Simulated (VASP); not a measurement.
# Au: relaxed cell and band gap, by functional

Au, Fm-3m (no. 225), 1 atom in the cell.

| Functional | Volume (Å³/atom) | Change from the starting volume (fraction) | Gap, path and mesh (eV) | Time (s) |
|---|---|---|---|---|
| XC = PBE_X PBE_C, XC_C = 1 0 | 21.88 | 0.298 | 0.00 | 47 |
| XC = PBE_X PBE_C, XC_C = 1 0.5 | 19.59 | 0.162 | 0.00 | 38 |
| XC = PBE_X PBE_C, XC_C = 1 1 | 17.94 | 0.065 | 0.00 | 19 |
| XC = PBE_X PBE_C, XC_C = 1 1.5 | 16.65 | -0.012 | 0.00 | 17 |

## Input of the first row

INCAR.step1:
```
SYSTEM = Au
PREC = Accurate ; ENCUT = 600
EDIFF = 1E-7 ; ISMEAR = 1
SIGMA = 0.1 ; LREAL = .False.
LASPH = .True. ; GGA_COMPAT = .False.
ALGO = Normal ; NELM = 150
ISIF = 3 ; LWAVE = .False.
LCHARG = .False. ; XC = PBE_X PBE_C
XC_C = 1 0 ; IBRION = 2
EDIFFG = -0.005 ; NSW = 60
```

INCAR.step2, as INCAR.step1 but for:
```
- NSW = 60
+ NSW = 40
```

INCAR.step3, as INCAR.step2 but for:
```
- ISIF = 3
- IBRION = 2
- EDIFFG = -0.005
- NSW = 40
+ ISIF = 2
+ NBANDS = 12
```

KPOINTS:
```
k-points
0
Gamma
  11 11 11
```

KPOINTS_OPT:
```
path GXWKGLUWLK,UX
8
line-mode
reciprocal
 0.0000000000  0.0000000000  0.0000000000  G
 0.5000000000  0.0000000000  0.5000000000  X

 0.5000000000  0.0000000000  0.5000000000  X
 0.5000000000  0.2500000000  0.7500000000  W

 0.5000000000  0.2500000000  0.7500000000  W
 0.3750000000  0.3750000000  0.7500000000  K

 0.3750000000  0.3750000000  0.7500000000  K
 0.0000000000  0.0000000000  0.0000000000  G

 0.0000000000  0.0000000000  0.0000000000  G
 0.5000000000  0.5000000000  0.5000000000  L

 0.5000000000  0.5000000000  0.5000000000  L
 0.6250000000  0.2500000000  0.6250000000  U

 0.6250000000  0.2500000000  0.6250000000  U
 0.5000000000  0.2500000000  0.7500000000  W

 0.5000000000  0.2500000000  0.7500000000  W
 0.5000000000  0.5000000000  0.5000000000  L

 0.5000000000  0.5000000000  0.5000000000  L
 0.3750000000  0.3750000000  0.7500000000  K

 0.6250000000  0.2500000000  0.6250000000  U
 0.5000000000  0.0000000000  0.5000000000  X
```

POSCAR.step1:
```
Au
1.0
    0.0000000000      2.0350000000      2.0350000000
    2.0350000000      0.0000000000      2.0350000000
    2.0350000000      2.0350000000      0.0000000000
Au
1
Direct
    0.0000000000      0.0000000000      0.0000000000
```

Commands (each step's output is kept before the next begins):
```
cat potpaw_PBE.64/Au/POTCAR > POTCAR
cp INCAR.step1 INCAR
cp POSCAR.step1 POSCAR
mpirun -np 1 vasp_std > vasp.out
cp CONTCAR POSCAR
rm WAVECAR CHG
cp INCAR.step2 INCAR
mpirun -np 1 vasp_std > vasp.out
cp CONTCAR POSCAR
rm WAVECAR CHG
cp INCAR.step3 INCAR
mpirun -np 1 vasp_std > vasp.out
```

Changes of the last row against the first:
```
(all steps)
- XC_C = 1 0
+ XC_C = 1 1.5
```

VASP 6.6.1 took 47 s on 1 core (Intel Xeon 6975P-C (Granite Rapids)), a shared host.
